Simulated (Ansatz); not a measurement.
# Lattice dynamics of NaH (Fm-3m), part 2 of 3

The cell of NaH (Fm-3m) is at rest. What are its phonons? After the zone centre comes a 4×4×4 q mesh on a 8×8×8 k mesh.

Ansatz 0.2.0; DFT PBE, scalar-relativistic, plane waves, PAW; PAW set soft_1.

So far. Step 2 (Zone-centre response): Before it was imposed, the acoustic sum rule was missed by 2.3e-4 eV/Å² and the charge sum rule by 1.2e-6 e. Small misses are needed for a sound result but don't prove that mesh and cutoff are converged. The lowest optical mode is real, 494 cm⁻¹.

## 3. Response at finite wavevector

Stability and thermal properties need the whole zone. Linear response on a 4×4×4 q mesh gives force constants as far as a supercell of that size would, and the tensors from the zone-centre run are typed in so that the long-range dipole term is interpolated apart.

input.yaml reads:

```yaml
crystal:
  lattice:
    - [0.0, 2.4160895472, 2.4160895472]
    - [2.4160895472, 0.0, 2.4160895472]
    - [2.4160895472, 2.4160895472, 0.0]
  atoms:
    - { symbol: Na, position: [0.0, 0.0, 0.0] }
    - { symbol: H, position: [0.5, 0.5, 0.5] }
kpoints:
  mp_grid: { grid: [8, 8, 8] }
hamiltonian:
  xc: pbe
  pseudopotentials: { kind: paw, azcp: { folder: soft_1 } }
scf:
  occupations: { method: fixed }
output:
  eigenvalues: true
phonons:
  method: dfpt
  qmesh: [4, 4, 4]
  temperatures: { t_max: 1000, t_step: 50 }
  qpath:
    path:
      - [[0.0, 0.0, 0.0], [0.5, 0.0, 0.5], [0.625, 0.25, 0.625]]
      - [[0.375, 0.375, 0.75], [0.0, 0.0, 0.0], [0.5, 0.5, 0.5], [0.5, 0.25, 0.75], [0.5, 0.0, 0.5]]
    npoints: 10
  non_analytic_term:
    high_frequency_dielectric_tensor: [[3.1171, 0.0, 0.0], [0.0, 3.1171, 0.0], [0.0, 0.0, 3.1171]]
    born_effective_charges:
      - { species: Na, tensor: [[0.9724, 0.0, 0.0], [0.0, 0.9724, 0.0], [0.0, 0.0, 0.9724]] }
      - { species: H, tensor: [[-0.9724, 0.0, 0.0], [0.0, -0.9724, 0.0], [0.0, 0.0, -0.9724]] }
    source: "zone-centre run at this cell"
```

Started as:

```bash
$ ansatz run input.yaml --threads 4 --pin off --max-ram 10240MiB --backend cpu --events-out ev --progress --plain --runs-dir out
```

Numbers of over 12 decimals in the logs are rounded to 6 here.

Output:

```text
[...]
Crystal: 2 atoms, lattice volume = 28.208 Å³
Basis set: ecut = 420 eV, 537 PW (Γ), exchange–correlation on 48×48×48 points (8 copies of the dense FFT grid, shifted against one another)
Bands: 9, of which v1, the nominal top of the filled ones, is band 5 counted from 1 (4 counted from 0)
Symmetry: 48 space group operations
k-points: 29 of 512
[...]
SCF iter   1: F=—  HF=-1502.970082 eV  |F-HF|=—  |Δ(HF+E_count)|=         —  Δρ=5.24e-2  dr2=8.90e-1  ethr=3.10e-3  ⟨swp⟩=4.3  Hψ=1495  notcnv=0  defer=43
[...]
SCF iter   8: F=-1502.681582 eV  HF=-1502.681582 eV  |F-HF|=4.55e-13  |Δ(HF+E_count)|=  4.37e-11  Δρ=6.35e-9  dr2=5.71e-15  ethr=1.00e-12  ⟨swp⟩=7.9  Hψ=1329  notcnv=0
SCF 1 converged in 8 iterations: F = -1502.681582 eV  dr2 = 5.71e-15
[...]
NSCF: frozen V_eff on 29 k-points
[...]
DFPT response loops at q = (0, 0, 0) (fractional): preconditioner auto → none (the input reference at scf.mixing.eps_inf says where Resta's filter doesn't serve); β = 0.50; Broyden in place of MSR1
[...]
SCF converged after 8 iterations
Free energy (F): -1502.681582 eV
[...]
Internal energy: -1502.681582 eV  (E = F + TS)
E sigma→0 (E₀):  -1502.681582 eV
Fermi energy:    0.743650 eV
[...]
--- Band table (eV; the first three rows and the last of 29) ---
[...]
--- Phonons (Γ-DFPT): 2 representative perturbations + reference (Σ response iterations 7) ---
  ASR residual: 4.197e-6 → 0.000e0 eV/Å²; symmetrization residual: 1.729e-7 eV/Å²
  ASR residual per site (eV/Å²): 4.20e-6 1.50e-6
  Γ frequencies (cm⁻¹): 0.00 0.00 0.00 493.85 493.85 493.85
--- Phonons (arbitrary-q DFPT): 8 irreducible q on the 4×4×4 mesh ---
  q = [0.0000, 0.0000, 0.0000] (star 1, of the zone-centre solve; hermiticity 3.99e-7, symmetrization 1.24e-12): -0.00 -0.00 -0.00 493.85 493.85 493.85
  q = [0.0000, 0.0000, 0.2500] (star 8, 2 solved perturbations on 288 of 512 k-point pairs; hermiticity 4.05e-8, symmetrization 1.90e-13): 89.28 89.28 165.47 532.53 532.53 886.76
[...]
q = [0.0000, 0.2500, 0.2500] (star 6, 4 solved perturbations in 528 linear systems a pass and spin channel, the states on 164 of 512 k-point pairs; hermiticity 6.83e-8, symmetrization 2.22e-13): 106.50 106.50 158.81 592.67 592.67 864.87
[...]
sum rule: each row above includes the acoustic sum rule's correction from the zone centre's row sums; it moved no ω² by more than (0.64 cm⁻¹)²
  mesh force constants: q→R imaginary residual 1.69e-18; ASR residual 4.197e-6 → 0.000e0 eV/Å²; symmetrization residual 1.332e-15 eV/Å²
  interpolated dispersion: 63 rows × 6 modes
  density of states and harmonic sums: on the 24×24×24 q-mesh, interpolated from the force constants of a 4×4×4 supercell (with the dipole–dipole term of supplied tensors)
  largest difference from the sums on the solved wave vectors: F 1.02e-2 eV, S 1.44e-5 and C_V 3.91e-6 eV/K
  zero-point energy: 0.157117 eV/cell   skipped modes (ω ≤ 0): 3   left out of the sums: 3.62e-5 of the cell's modes: C_V's classical limit lies that fraction below 3 k_B per atom; for a crystal, a wire or a layer, F and S can be off by more, and a phonons.interpolated_qmesh denser along its periods is the remedy for the sampling
```

Elapsed: 20 s, on 4 threads of Arm Neoverse V1, shared host; peak memory 0.59 GiB; 77 s of CPU time.

Numbers from this step:

- sum-rule residual before enforcement: 4.20e-6 eV/Å²
- lowest frequency on the path: 0 cm⁻¹
- highest frequency on the path or at a solved wavevector: 889.9 cm⁻¹
- mean frequency: 422.4 cm⁻¹
- Debye temperature (second moment): 949 K
- logarithmic mean frequency: 313 cm⁻¹
- lowest mode on the q mesh (acoustic modes at Γ apart): 89.28 cm⁻¹
- zero-point energy per atom: 78.56 meV
- heat capacity at 300 K: 17.32 J/(mol atoms K)
- vibrational entropy at 300 K: 19.65 J/(mol atoms K)
- edges of the widest gap between branches, on path and mesh: 236.7, 493.9 cm⁻¹

Frequencies (cm⁻¹) solved at each irreducible wavevector; negative means imaginary. Frequencies by wavevector, by row:

```
q in reciprocal lattice units  star  mode 1  mode 2  mode 3  mode 4  mode 5  mode 6
                        0 0 0     1       0       0       0   493.9   493.9   493.9
                     0 0 0.25     8    89.3    89.3   165.5   532.5   532.5   886.8
                     0 0 -0.5     4   119.4   119.4   236.7   566.5   566.5   881.2
                  0 0.25 0.25     6   106.5   106.5   158.8   592.7   592.7   864.9
                  0 0.25 -0.5    24   128.1   149.2   200.2   619.5   678.6   836.1
                 0 0.25 -0.25    12   117.5   149.5   193.2   561.8   679.5   844.7
                  0 -0.5 -0.5     3   137.2   137.2   198.8   667.6   667.6   840.6
              0.25 -0.5 -0.25     6   150.2   174.8   174.8   675.3   758.7   758.7
```

Interpolated from a 4×4×4 q mesh, with the LO-TO term (at Γ the limit along the path; where Γ stands inside the path, tables give the limit on arrival). Phonon branches along the path, in cm⁻¹:

```csv
point,branch 1,branch 2,branch 3,branch 4,branch 5,branch 6
Γ,0,0,0,494,494,890
halfway,106,106,159,593,593,865
X,137,137,199,668,668,841
halfway,136,149,196,658,691,829
U,134,172,186,632,746,796
jump to K,134,172,186,632,746,796
halfway,99,123,174,534,610,869
Γ,0,0,0,494,494,890
halfway,89,89,166,532,532,887
L,119,119,237,566,566,881
halfway,129,150,209,603,681,837
W,150,175,175,675,759,759
halfway,144,151,193,671,694,818
X,137,137,199,668,668,841
```

The phonon branches as a text plot (rows in cm⁻¹):

```
    871 |*********             **********************
    834 |         *******    **                      ***      ***
    797 |                ****                           *   **
    760 |                 **                             ***
    723 |               **  *                          **   **
    686 |            ***     **                       *  ********
    649 |        **** *****    *                     *  *
    612 |       *          *    *                   * **
    575 |    ***            ***  *             *******
    538 |   *                  *****       ****
    501 |***                      *********
    463 |
    426 |
    389 |
    352 |
    315 |
    278 |
    241 |                                      ******
    204 |        ********** ****             **      ****   *****
    167 |      **      ******** **          *         ********
    130 |    ** ***************** **       *   ***********  *****
     93 |  *****               ******     *****
     56 | **                      ****   **
     19 |**                          ****
         Γ           X  U|K            Γ         L        W     X
```

Tetrahedra on a 24×24×24 mesh, mean over bins of 10 cm-1. Interpolated from a 4×4×4 q mesh. The phonon density of states by wavenumber; read off at these points:

| wavenumber (cm⁻¹) | phonon density of states (1/cm⁻¹/cell) |
| --- | --- |
| 5 | 1.0e-5 |
| 25 | 2.5e-4 |
| 55 | 0.00159 |
| 75 | 0.00378 |
| 105 | 0.0142 |
| 125 | 0.0425 |
| 135 | 0.0431 |
| 145 | 0.0253 |
| 175 | 0.00965 |
| 195 | 0.0368 |
| 225 | 0.0044 |
| 245 | 0 |
| 265 | 0 |
| 295 | 0 |
| 315 | 0 |
| 345 | 0 |
| 365 | 0 |
| 385 | 0 |
| 415 | 0 |
| 435 | 0 |
| 465 | 0 |
| 485 | 0 |
| 515 | 0.00307 |
| 535 | 0.00528 |
| 555 | 0.00808 |
| 575 | 0.0123 |
| 585 | 0.0121 |
| 605 | 0.0117 |
| 635 | 0.0114 |
| 655 | 0.0115 |
| 675 | 0.00677 |
| 705 | 0.00547 |
| 725 | 0.00458 |
| 755 | 0.00191 |
| 775 | 0.00115 |
| 795 | 0.00409 |
| 825 | 0.0089 |
| 845 | 0.0115 |
| 875 | 0.0142 |
| 895 | 5.0e-5 |

The partial phonon density of states has structure finer than the step of the table below, so its rows give means over 50 cm⁻¹, whole bins alone (the curve runs from -10 to 926 cm⁻¹). Peaks (cm⁻¹: height): H 584.9: 0.012, 867.6: 0.0132; Na 131.4: 0.0411, 190.3: 0.0277.

Phonopy on the run's constants, 21x21x21 mesh, Gaussian sigma 6.7 cm-1. Interpolated from a 4×4×4 q mesh. Table of partial phonon density of states by wavenumber; means over each step; values in 1/cm⁻¹/cell:

| wavenumber (cm⁻¹) | H | Na |
| --- | --- | --- |
| 50 | 4.6e-5 | 0.00154 |
| 100 | 1.3e-4 | 0.0157 |
| 150 | 9.0e-5 | 0.0253 |
| 200 | 6.2e-5 | 0.0162 |
| 250 | 2.0e-6 | 8.0e-4 |
| 300 | 0 | 0 |
| 350 | 0 | 0 |
| 400 | 0 | 0 |
| 450 | 2.0e-7 | 0 |
| 500 | 0.00156 | 4.1e-5 |
| 550 | 0.00775 | 7.3e-5 |
| 600 | 0.0117 | 4.4e-5 |
| 650 | 0.0107 | 2.8e-5 |
| 700 | 0.00566 | 6.5e-6 |
| 750 | 0.00262 | 0 |
| 800 | 0.00487 | 2.7e-6 |
| 850 | 0.0116 | 7.3e-5 |
| 900 | 0.00316 | 6.2e-5 |

Second derivatives of the energy by pair, one row for each kind of neighbour of each atom listed. Each entry sums the pair over the periodic images of the supercell that the q mesh stands for, and in a polar crystal it holds the long-range dipole part too. Force constants by pair, by row:

```
atom  neighbour  distance (Å)  third of the trace (eV/Å²)  along the pair's line (eV/Å²)
 Na1     itself             0                        2.19                              –
 Na1          H         2.416                     -0.2358                         -0.201
 Na1         Na         3.417                      -0.058                        -0.4434
 Na1          H         4.185                      0.0035                         0.1199
 Na1         Na         4.832                     -0.0345                        -0.1132
 Na1          H         5.403                      0.0108                         0.0673
 Na1         Na         5.918                     -0.0079                        -0.0491
 Na1         Na         6.834                     -0.0028                        -0.0495
 Na1          H         7.248                      0.0117                         0.0228
  H2     itself             0                        1.83                              –
  H2         Na         2.416                     -0.2358                         -0.201
  H2          H         3.417                     -0.0405                         -0.268
  H2         Na         4.185                      0.0035                         0.1199
  H2          H         4.832                     -0.0011                        -0.0586
  H2         Na         5.403                      0.0108                         0.0673
  H2          H         5.918                     -0.0104                        -0.0504
  H2          H         6.834                     -0.0166                        -0.0682
  H2         Na         7.248                      0.0117                         0.0228
```

Harmonic thermodynamic functions per atom, from the density of states. Interpolated from a 4×4×4 q mesh. Thermodynamic functions, by row:

| T (K) | F_vib (meV/atom) | S (J/mol-atom/K) | C_V (J/mol-atom/K) |
| --- | --- | --- | --- |
| 0 | 78.56 | 0 | 0 |
| 50 | 78.39 | 1.375 | 3.701 |
| 100 | 76.57 | 5.718 | 8.736 |
| 200 | 66.5 | 13.38 | 13.64 |
| 300 | 49.3 | 19.65 | 17.32 |
| 400 | 26.08 | 25 | 19.75 |
| 500 | -2.26 | 29.58 | 21.27 |
| 600 | -35.02 | 33.55 | 22.24 |
| 700 | -71.63 | 37.03 | 22.88 |
| 800 | -111.6 | 40.12 | 23.33 |
| 900 | -154.7 | 42.88 | 23.64 |
| 1000 | -200.4 | 45.39 | 23.88 |

Harmonic mean-square displacement, third of the trace. Interpolated from a 4×4×4 q mesh. Mean square displacements, by row:

| T (K) | Na1 U_eq (Å²) | H2 U_eq (Å²) |
| --- | --- | --- |
| 0 | 0.00535 | 0.02541 |
| 100 | 0.00782 | 0.02629 |
| 300 | 0.01914 | 0.03154 |
| 600 | 0.03741 | 0.04667 |

Symmetry leaves 8 wavevectors to solve. The lowest mode among them, the acoustic zeros apart, lies at q = (0, 0, 0.25) and is real, 89.3 cm⁻¹.

(Part 2 of 3 ends here.)

[Logs are printed without paths, hosts, clocks, repeated set-up lines and the standing remarks that a program may print on its own settings, such as how far it seeks lower states.]

[Hosts, paths, dates, database ids (printed as entryN), source tags and the programs' standing remarks are cut or masked in the printed files.]
